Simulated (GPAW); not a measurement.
# Ni2 on Ru4 0001: parallel and opposed starts

Does Ni2 on Ru4 0001 prefer parallel or opposed moments, or none?

Calculated with GPAW 26.7.0; PBE; plane waves with GPAW's PAW setups, scalar-relativistic.

### Step 1. The structure

The cell holds 6 atoms: 4 Ru and 2 Ni. Its edges and angles: a = 2.706 Å, b = 2.706 Å, c = 22.084 Å, α = 90.0°, β = 90.0°, γ = 120.0°. ideal sites on the substrate's mesh, layer spacings from atomic volumes, unrelaxed, 12 A of vacuum. Vacuum lies along c.

### Step 2. Start 1: ferro ++

The parallel start comes first: it fits the smallest cell, keeps the most symmetry and shows whether parallel moments form.

File order1.py:

```python
import json
import numpy as np
from ase import Atoms
from ase.parallel import paropen, parprint
from gpaw import GPAW

atoms = Atoms(['Ru', 'Ru', 'Ru', 'Ru', 'Ni', 'Ni'],
    cell=[[2.706, 0.0, 0.0],
         [-1.353, 2.343465, 0.0],
         [0.0, 0.0, 22.084499]],
    scaled_positions=[[0.0, 0.0, 0.271684],
         [0.333333, 0.666667, 0.368794],
         [0.0, 0.0, 0.465904],
         [0.333333, 0.666667, 0.563015],
         [0.0, 0.0, 0.650485],
         [0.333333, 0.666667, 0.728316]],
    pbc=True,
    magmoms=[0.0, 0.0, 0.0, 0.0, 0.8, 0.8])
atoms.calc = GPAW(mode={'name': 'pw', 'ecut': 450},
    xc='PBE',
    kpts={'size': (18, 18, 1), 'gamma': True},
    occupations={'name': 'fermi-dirac', 'width': 0.05},
    convergence={'density': 1e-05, 'energy': 1e-05},
    maxiter=200,
    mixer={'name': 'pulay', 'beta': 0.03, 'nmaxold': 8, 'weight': 100},
    symmetry={'tolerance': 1e-4},
    txt='order1.txt')
e = atoms.get_potential_energy(force_consistent=True)
res = {'free_energy': e, 'energy_sigma0': atoms.get_potential_energy(), 'fermi_energy': atoms.calc.get_fermi_level()}
res['moments'] = atoms.get_magnetic_moments().tolist()
res['total'] = atoms.get_magnetic_moment()
parprint('site moments (muB):', np.round(res['moments'], 3))
parprint(f"total moment: {res['total']:.3f} muB")
parprint(f'free energy: {e:.6f} eV')
atoms.calc.write('order1.gpw')
with paropen('results.json', 'w') as f:
    json.dump(res, f)
```

Started as:

```
OMP_NUM_THREADS=1 mpirun -n 4 gpaw python order1.py > order1.log
```

Numbers of over 12 decimals in the logs are rounded to 6 here.

Output:

```text
site moments (muB): [ 0.005  0.009 -0.025 -0.008  0.34   0.667]
total moment: 0.933 muB
free energy: -49.917658 eV

--- order1.txt ---
Input parameters:
  mode=PW(ecut=450),
  convergence={'density': 1e-05, 'energy': 1e-05},
  kpts=MonkhorstPack(size=(18, 18, 1), gamma=True),
  maxiter=200,
  mixer=Pulay(name='pulay', nmaxold=8, beta=0.03, weight=100, sigma=0.015, g_ss=None),
  occupations=Occupations(name='fermi-dirac', width=0.05),
  symmetry=Symmetry(tolerance=0.0001),
  xc=XC(name='PBE')

Diagonalizing LCAO Hamiltonian
Converting LCAO to pw mode

        Ni

       Ni

        Ru

       Ru

        Ru

       Ru

Atoms  # Å, Bohr magnetons
|   | symbol |         x |        y |         z |    initial magnetic moments |
|---|--------|-----------|----------|-----------|-----------------------------|
| 0 |     Ru |  0.000000 | 0.000000 |  6.000005 | ( 0.0000,  0.0000,  0.0000) |
| 1 |     Ru | -0.000001 | 1.562311 |  8.144631 | ( 0.0000,  0.0000,  0.0000) |
| 2 |     Ru |  0.000000 | 0.000000 | 10.289256 | ( 0.0000,  0.0000,  0.0000) |
| 3 |     Ru | -0.000001 | 1.562311 | 12.433904 | ( 0.0000,  0.0000,  0.0000) |
| 4 |     Ni |  0.000000 | 0.000000 | 14.365635 | ( 0.0000,  0.0000,  0.8000) |
| 5 |     Ni | -0.000001 | 1.562311 | 16.084494 | ( 0.0000,  0.0000,  0.8000) |

Unit cell  # Å
| periodic |         x |        y |         z |   lengths |     angles |
|----------|-----------|----------|-----------|-----------|------------|
|      yes |  2.706000 | 0.000000 |  0.000000 |  2.706000 |  90.000000 |
|      yes | -1.353000 | 2.343465 |  0.000000 |  2.706000 |  90.000000 |
|      yes |  0.000000 | 0.000000 | 22.084499 | 22.084499 | 119.999997 |

Number of symmetries: 6

BZ-sampling:
  Number of BZ points: 324
  Number of IBZ points: 37

  Monkhorst-Pack size: [18, 18, 1]
  Monkhorst-Pack shift: [0.027778, 0.027778, 0.0]

K-points  # in reciprocal-cell coordinates
|     |                                coordinates |     weight |
|-----|--------------------------------------------|------------|
|   0 | ( -0.00000000,  -0.00000000,   0.00000000) | 0.00308642 |
|   1 | (  0.05555556,  -0.00000000,   0.00000000) | 0.01851852 |
|   2 | (  0.11111111,  -0.05555556,   0.00000000) | 0.01851852 |
|   3 | (  0.11111111,  -0.00000000,   0.00000000) | 0.01851852 |
|   4 | (  0.16666667,  -0.05555556,   0.00000000) | 0.03703704 |
|   5 | (  0.16666667,  -0.00000000,   0.00000000) | 0.01851852 |
|   6 | (  0.22222222,  -0.11111111,   0.00000000) | 0.01851852 |
|   7 | (  0.22222222,  -0.05555556,   0.00000000) | 0.03703704 |
|   8 | (  0.22222222,  -0.00000000,   0.00000000) | 0.01851852 |
|   9 | (  0.27777778,  -0.11111111,   0.00000000) | 0.03703704 |
| ... |                                            |            |
|  36 | (  0.50000000,   0.50000000,   0.00000000) | 0.00925926 |

Plane wave coefficients: 3065
Cutoff: 450.000000 eV

Spin-components: 2 (collinear spins)
Bands:           63
Projectors:      36
Spin-degeneracy: 1
Datatype:        complex128

Parallelization:
  kpt:    4
  domain: 1
  band:   1

Density:
  Valence electrons: 96.0
  Components: 2
  Grid points: [ 14  14 112]
  Charge: 0.0  # |e|

Potential:
  Grid points: [ 14  14 112]

species:
  Ru:
    name:    Ruthenium
    Z:       44.0
    valence: 16
    core:    28
    charge:  0.0  # [|e|]
    compensation charges:
      type: gauss
      rc: 0.39  # [Å]
      lmax: 2
    cutoffs:
      filter: 2.16  # [Å]
      core: 1.30  # [Å]
    projectors
    | kind |    occ | energy [eV] | rcut [Å] |
    |------|--------|-------------|----------|
    |   4s |  2.000 |     -76.316 |    1.281 |
    |   5s |  1.000 |      -4.236 |    1.281 |
    |   4p |  6.000 |     -46.423 |    1.286 |
    |   5p |  0.000 |      -0.913 |    1.286 |
    |   4d |  7.000 |      -5.203 |    1.254 |
    |    d |        |      22.008 |    1.254 |

    Using partial waves for Ru as LCAO basis

  Ni:
    name:    Nickel
    Z:       28.0
    valence: 16
    core:    12
    charge:  0.0  # [|e|]
    compensation charges:
      type: gauss
      rc: 0.36  # [Å]
      lmax: 2
    cutoffs:
      filter: 2.14  # [Å]
      core: 1.98  # [Å]
    projectors
    | kind |    occ | energy [eV] | rcut [Å] |
    |------|--------|-------------|----------|
    |   4s |  2.000 |      -5.642 |    1.164 |
    |   3p |  6.000 |     -71.394 |    1.207 |
    |   4p |  0.000 |      -1.226 |    1.207 |
    |   3d |  8.000 |      -8.875 |    1.138 |
    |    s |        |      21.570 |    1.164 |
    |    d |        |      18.337 |    1.138 |

    Using partial waves for Ni as LCAO basis

Reference energy: -575716.496826  # eV

eigensolver:
  PPCG
  Converge bands: occupied
  niter=2

density mixing:
  Pulay-Mixer
  Linear mixing parameters: 0.03
  Old densities: 8
  Fourier metric: weight=100, sigma=0.015

occupation numbers:
  Fermi-Dirac:
    width: 0.0500  # eV

poisson solver:
  ecut: 3600.000000  # eV

xc functional:
  name: PBE with 2 nearest neighbor stencil

convergence criteria:
- Maximum integral of absolute [dens]ity change: 1e-05 electrons / valence electron
- Maximum [total energy] change in last 3 cyles: 1e-05 eV / valence electron
- Maximum integral of absolute [eigenst]ate change: 4e-08 eV^2 / valence electron
maximum number of iterations: 200

SCF iterations
|iter     |      energy | eigst |  dens |  magmom |
|---------|-------------|-------|-------|---------|
|iter:   1|       0s |  -58.840123 | +0.43 |       |  +1.6015|
|iter:   2|       4s |  -67.328076 | -0.80 | -0.94 |  +1.5585|
|iter:   3|       8s |  -55.038997 | -1.17 | -0.76 |  +1.5619|
|iter:   4|      12s |  -52.045597 | -1.52 | -1.00 |  +1.4930|
|iter:   5|      16s |  -51.723810 | -2.57 | -1.18 |  +1.4796|
|iter:   6|      19s |  -51.501068 | -2.27 | -1.20 |  +1.4526|
|iter:   7|      23s |  -62.158651 | -0.80 | -1.18 |  +1.2175|
|iter:   8|      27s |  -51.389700 | -1.00 | -0.75 |  +1.2358|
|iter:   9|      31s |  -50.708515 | -1.72 | -1.28 |  +1.1504|
|iter:  10|      35s |  -50.184724 | -2.51 | -1.39 |  +1.1727|
[... 37 iterations left out ...]
|iter:  48|     171s |  -49.878628c| -8.72c| -4.49 |  +0.9353|
|iter:  49|     173s |  -49.878627c| -8.44c| -4.49 |  +0.9352|
|iter:  50|     177s |  -49.878631c| -7.89c| -4.52 |  +0.9345|
|iter:  51|     179s |  -49.878632c| -8.46c| -4.63 |  +0.9344|
|iter:  52|     181s |  -49.878633c| -7.92c| -4.66 |  +0.9340|
|iter:  53|     185s |  -49.878633c| -7.83c| -4.71 |  +0.9335|
|iter:  54|     187s |  -49.878632c| -8.66c| -4.86 |  +0.9334|
|iter:  55|     188s |  -49.878634c| -8.15c| -4.90 |  +0.9332|
|iter:  56|     190s |  -49.878634c| -8.41c| -4.92 |  +0.9328|
|iter:  57|     192s |  -49.878634c| -8.95c| -5.02c|  +0.9328|

Converged in 57 steps
Energy contributions relative to reference atoms: (reference = -575716.496826)

Energy contributions:
  Kinetic:          -1.048019
  Coulomb:         -10.267997
  Zero:             -0.560170
  External:          0.000000
  Xc:              -37.963425
  Entropy:          -0.078046
  Spinorbit:         0.000000
  ----------------------------
  Free energy:     -49.917658
  Extrapolated:    -49.878634

dipole moment: (-20.562915, -16.363337, 0.011342)  # |e|*Ang

Total magnetic moment: (0.000000, 0.000000, 0.932768)

Local magnetic moments
|        x |        y |         z |
|----------|----------|-----------|
| 0.000000 | 0.000000 |  0.005408 |  # Ru   0
| 0.000000 | 0.000000 |  0.009086 |  # Ru   1
| 0.000000 | 0.000000 | -0.024734 |  # Ru   2
| 0.000000 | 0.000000 | -0.008438 |  # Ru   3
| 0.000000 | 0.000000 |  0.339548 |  # Ni   4
| 0.000000 | 0.000000 |  0.667052 |  # Ni   5

Fermi level: 4.327
Eigenvalues  # (at kpt = [-0.000, -0.000, 0.000])
| band index |      eig [eV] | occ [0-1] |      eig [eV] | occ [0-1] |
|------------|---------------|-----------|---------------|-----------|
|          0 |       -68.853 |     1.000 |       -68.852 |     1.000 |
|        ... |               |           |               |           |
|         42 |         2.394 |     1.000 |         2.656 |     1.000 |
|         43 |         2.876 |     1.000 |         3.307 |     1.000 |
|         44 |         2.930 |     1.000 |         3.330 |     1.000 |
|         45 |         2.930 |     1.000 |         3.330 |     1.000 |
|         46 |         3.474 |     1.000 |         3.575 |     1.000 |
|         47 |         3.542 |     1.000 |         3.748 |     1.000 |
|         48 |         3.542 |     1.000 |         3.748 |     1.000 |
|         49 |         3.840 |     1.000 |         4.409 |     0.162 |
|         50 |         3.840 |     1.000 |         4.409 |     0.162 |
|         51 |         4.523 |     0.019 |         4.613 |     0.003 |
|         52 |         4.523 |     0.019 |         4.613 |     0.003 |
|         53 |         4.996 |     0.000 |         4.997 |     0.000 |
|         54 |         5.194 |     0.000 |         5.207 |     0.000 |
|         55 |         5.194 |     0.000 |         5.207 |     0.000 |
|         56 |         5.443 |     0.000 |         5.442 |     0.000 |
|         57 |         5.443 |     0.000 |         5.442 |     0.000 |
|        ... |               |           |               |           |
|         62 |        13.748 |     0.000 |        13.753 |     0.000 |

No gap
No difference between direct/indirect transitions
```

Run time: 3.4 min. Hardware: 4 MPI ranks of AMD EPYC 7B13 (Zen 3), shared host; peak memory 1.1 GiB; 14 min of CPU time.

Spin moment in the augmentation sphere by atom:

```tsv
atom	spin moment in the augmentation sphere (μB)
Ru1	0.005
Ru2	0.009
Ru3	-0.025
Ru4	-0.008
Ni5	0.340
Ni6	0.667
```

Numbers from this step:

| Quantity | Value |
| --- | --- |
| magnetization | 0.9328 μB |
| final state | ferromagnetic |

After 57 cycles the largest moment stands at 0.667 μB.

### Step 3. Start 2: antiferro +-

Another pattern of signs weighs the neighbour shells otherwise.

order2.py is the script of step 2 with these lines changed:

```diff
@@ -17,3 +17,3 @@
     pbc=True,
-    magmoms=[0.0, 0.0, 0.0, 0.0, 0.8, 0.8])
+    magmoms=[0.0, 0.0, 0.0, 0.0, 0.8, -0.8])
 atoms.calc = GPAW(mode={'name': 'pw', 'ecut': 450},
@@ -26,3 +26,3 @@
     symmetry={'tolerance': 1e-4},
-    txt='order1.txt')
+    txt='order2.txt')
 e = atoms.get_potential_energy(force_consistent=True)
@@ -34,3 +34,3 @@
 parprint(f'free energy: {e:.6f} eV')
-atoms.calc.write('order1.gpw')
+atoms.calc.write('order2.gpw')
 with paropen('results.json', 'w') as f:
```

Started as:

```
OMP_NUM_THREADS=1 mpirun -n 4 gpaw python order2.py > order2.log
```

Output:

```text
site moments (muB): [-0.005 -0.009  0.025  0.008 -0.339 -0.667]
total moment: -0.931 muB
free energy: -49.917658 eV

--- order2.txt ---
Input parameters:
  mode=PW(ecut=450),
  convergence={'density': 1e-05, 'energy': 1e-05},
  kpts=MonkhorstPack(size=(18, 18, 1), gamma=True),
  maxiter=200,
  mixer=Pulay(name='pulay', nmaxold=8, beta=0.03, weight=100, sigma=0.015, g_ss=None),
  occupations=Occupations(name='fermi-dirac', width=0.05),
  symmetry=Symmetry(tolerance=0.0001),
  xc=XC(name='PBE')

Diagonalizing LCAO Hamiltonian
Converting LCAO to pw mode

        Ni

       Ni

        Ru

       Ru

        Ru

       Ru

Atoms  # Å, Bohr magnetons
|   | symbol |         x |        y |         z |    initial magnetic moments |
|---|--------|-----------|----------|-----------|-----------------------------|
| 0 |     Ru |  0.000000 | 0.000000 |  6.000005 | ( 0.0000,  0.0000,  0.0000) |
| 1 |     Ru | -0.000001 | 1.562311 |  8.144631 | ( 0.0000,  0.0000,  0.0000) |
| 2 |     Ru |  0.000000 | 0.000000 | 10.289256 | ( 0.0000,  0.0000,  0.0000) |
| 3 |     Ru | -0.000001 | 1.562311 | 12.433904 | ( 0.0000,  0.0000,  0.0000) |
| 4 |     Ni |  0.000000 | 0.000000 | 14.365635 | ( 0.0000,  0.0000,  0.8000) |
| 5 |     Ni | -0.000001 | 1.562311 | 16.084494 | ( 0.0000,  0.0000, -0.8000) |

Unit cell  # Å
| periodic |         x |        y |         z |   lengths |     angles |
|----------|-----------|----------|-----------|-----------|------------|
|      yes |  2.706000 | 0.000000 |  0.000000 |  2.706000 |  90.000000 |
|      yes | -1.353000 | 2.343465 |  0.000000 |  2.706000 |  90.000000 |
|      yes |  0.000000 | 0.000000 | 22.084499 | 22.084499 | 119.999997 |

Number of symmetries: 6

BZ-sampling:
  Number of BZ points: 324
  Number of IBZ points: 37

  Monkhorst-Pack size: [18, 18, 1]
  Monkhorst-Pack shift: [0.027778, 0.027778, 0.0]

Plane wave coefficients: 3065
Cutoff: 450.000000 eV

Spin-components: 2 (collinear spins)
Bands:           62
Projectors:      36
Spin-degeneracy: 1
Datatype:        complex128

Parallelization:
  kpt:    4
  domain: 1
  band:   1

Density:
  Valence electrons: 96.0
  Components: 2
  Grid points: [ 14  14 112]
  Charge: 0.0  # |e|

Potential:
  Grid points: [ 14  14 112]

[... setups left out ...]
Reference energy: -575716.496826  # eV

eigensolver:
  PPCG
  Converge bands: occupied
  niter=2

density mixing:
  Pulay-Mixer
  Linear mixing parameters: 0.03
  Old densities: 8
  Fourier metric: weight=100, sigma=0.015

occupation numbers:
  Fermi-Dirac:
    width: 0.0500  # eV

poisson solver:
  ecut: 3600.000000  # eV

xc functional:
  name: PBE with 2 nearest neighbor stencil

convergence criteria:
- Maximum integral of absolute [dens]ity change: 1e-05 electrons / valence electron
- Maximum [total energy] change in last 3 cyles: 1e-05 eV / valence electron
- Maximum integral of absolute [eigenst]ate change: 4e-08 eV^2 / valence electron
maximum number of iterations: 200

SCF iterations
|iter     |      energy | eigst |  dens |  magmom |
|---------|-------------|-------|-------|---------|
|iter:   1|       0s |  -58.839935 | +0.44 |       |  +0.0000|
|iter:   2|       4s |  -67.127639 | -0.75 | -0.94 |  +0.0014|
|iter:   3|       7s |  -55.039173 | -1.12 | -0.76 |  -0.0070|
|iter:   4|      11s |  -51.931412 | -1.43 | -1.00 |  -0.0123|
|iter:   5|      15s |  -51.684964 | -2.51 | -1.18 |  -0.0099|
|iter:   6|      18s |  -51.236101 | -2.22 | -1.18 |  -0.0057|
|iter:   7|      22s |  -61.318552 | -0.80 | -1.22 |  -0.0258|
|iter:   8|      25s |  -52.193551 | -0.88 | -0.75 |  -0.0266|
|iter:   9|      29s |  -50.335955 | -1.92 | -1.24 |  -0.0333|
|iter:  10|      33s |  -54.961854 | -1.52 | -1.48 |  -0.0221|
[... 52 iterations left out ...]
|iter:  63|     216s |  -49.878631c| -8.10c| -4.43 |  -0.9314|
|iter:  64|     218s |  -49.878631c| -7.81c| -4.46 |  -0.9312|
|iter:  65|     222s |  -49.878636c| -8.04c| -4.50 |  -0.9307|
|iter:  66|     223s |  -49.878636c| -8.16c| -4.56 |  -0.9307|
|iter:  67|     225s |  -49.878636c| -8.55c| -4.61 |  -0.9308|
|iter:  68|     227s |  -49.878637c| -8.29c| -4.66 |  -0.9311|
|iter:  69|     228s |  -49.878637c| -8.12c| -4.79 |  -0.9312|
|iter:  70|     230s |  -49.878637c| -8.65c| -4.89 |  -0.9312|
|iter:  71|     232s |  -49.878637c| -8.59c| -4.92 |  -0.9313|
|iter:  72|     233s |  -49.878638c| -8.73c| -5.02c|  -0.9313|

Converged in 72 steps
Energy contributions relative to reference atoms: (reference = -575716.496826)

Energy contributions:
  Kinetic:          -1.066955
  Coulomb:         -10.248227
  Zero:             -0.561138
  External:          0.000000
  Xc:              -37.963297
  Entropy:          -0.078040
  Spinorbit:         0.000000
  ----------------------------
  Free energy:     -49.917658
  Extrapolated:    -49.878638

dipole moment: (-20.562870, -16.363284, 0.011335)  # |e|*Ang

Total magnetic moment: (0.000000, 0.000000, -0.931288)

Local magnetic moments
|        x |        y |         z |
|----------|----------|-----------|
| 0.000000 | 0.000000 | -0.005060 |  # Ru   0
| 0.000000 | 0.000000 | -0.009065 |  # Ru   1
| 0.000000 | 0.000000 |  0.024793 |  # Ru   2
| 0.000000 | 0.000000 |  0.008166 |  # Ru   3
| 0.000000 | 0.000000 | -0.338773 |  # Ni   4
| 0.000000 | 0.000000 | -0.666678 |  # Ni   5

Fermi level: 4.327
Eigenvalues  # (at kpt = [-0.000, -0.000, 0.000])
| band index |      eig [eV] | occ [0-1] |      eig [eV] | occ [0-1] |
|------------|---------------|-----------|---------------|-----------|
|          0 |       -68.852 |     1.000 |       -68.853 |     1.000 |
|        ... |               |           |               |           |
|         42 |         2.656 |     1.000 |         2.394 |     1.000 |
|         43 |         3.307 |     1.000 |         2.876 |     1.000 |
|         44 |         3.330 |     1.000 |         2.930 |     1.000 |
|         45 |         3.330 |     1.000 |         2.930 |     1.000 |
|         46 |         3.575 |     1.000 |         3.474 |     1.000 |
|         47 |         3.748 |     1.000 |         3.542 |     1.000 |
|         48 |         3.748 |     1.000 |         3.542 |     1.000 |
|         49 |         4.409 |     0.162 |         3.840 |     1.000 |
|         50 |         4.409 |     0.162 |         3.840 |     1.000 |
|         51 |         4.613 |     0.003 |         4.523 |     0.019 |
|         52 |         4.613 |     0.003 |         4.523 |     0.019 |
|         53 |         4.996 |     0.000 |         4.996 |     0.000 |
|         54 |         5.207 |     0.000 |         5.194 |     0.000 |
|         55 |         5.207 |     0.000 |         5.194 |     0.000 |
|         56 |         5.442 |     0.000 |         5.443 |     0.000 |
|         57 |         5.442 |     0.000 |         5.443 |     0.000 |
|        ... |               |           |               |           |
|         61 |        11.711 |     0.000 |        11.713 |     0.000 |

No gap
No difference between direct/indirect transitions
```

The job ended after 4.1 min (4 MPI ranks; peak memory 1.1 GiB).

Spin moment in the augmentation sphere by atom:

```tsv
atom	spin moment in the augmentation sphere (μB)
Ru1	-0.005
Ru2	-0.009
Ru3	0.025
Ru4	0.008
Ni5	-0.339
Ni6	-0.667
```

Read from the output:

- magnetization: -0.9313 μB
- final state: ferromagnetic

On 1 Ni atom the moment turned against its typed sign.

It lies level with the first start, and its largest moment is 0.667 μB against 0.667 μB.

### Step 4. The states side by side

These are free energies at a smearing of 0.05 eV, so its entropy term is in the differences. They are divided by the number of seeded atoms, so that cells of unlike size compare.

Orders:

```tsv
start	final state	typed order kept	energy over the lowest (meV a seeded atom)	largest site moment (μB)	net moment (μB a primitive cell)	mesh matched	CPU time (s)
ferro ++	ferromagnetic	yes	0	0.6671	0.9328	yes	820.6
antiferro +-	ferromagnetic	no	0	0.6667	0.9313	yes	987.3
```

### Step 5. Summary of results

| Quantity | Value |
| --- | --- |
| lowest state found | ferromagnetic (typed ferro ++) |
| largest site moment | 0.667 μB |

**Reading.** The lowest state found is ferromagnetic, reached from the start ferro ++, with moments up to 0.667 μB. All starts that keep moments end in one and the same state, so no two orders were compared. 1 start left the typed pattern (a sign turned or a seeded moment died), so such an energy belongs to the state reached, not the one typed. Only 2 starts are shown; other collinear patterns, canted and longer-period orders are not.

[Logs and program files are shortened in this print: banners, set-up blocks, solver, clock and traceback lines can be left out without a mark of their own.]

[Logs are printed without paths, hosts, clocks, repeated set-up lines and the standing remarks that a program may print on its own settings, such as how far it seeks lower states.]

[Hosts, paths, dates, database ids (printed as entryN), source tags and the programs' standing remarks are cut or masked in the printed files.]

[Where a cell is said to come from a database of computed structures, the database is the Materials Project.]
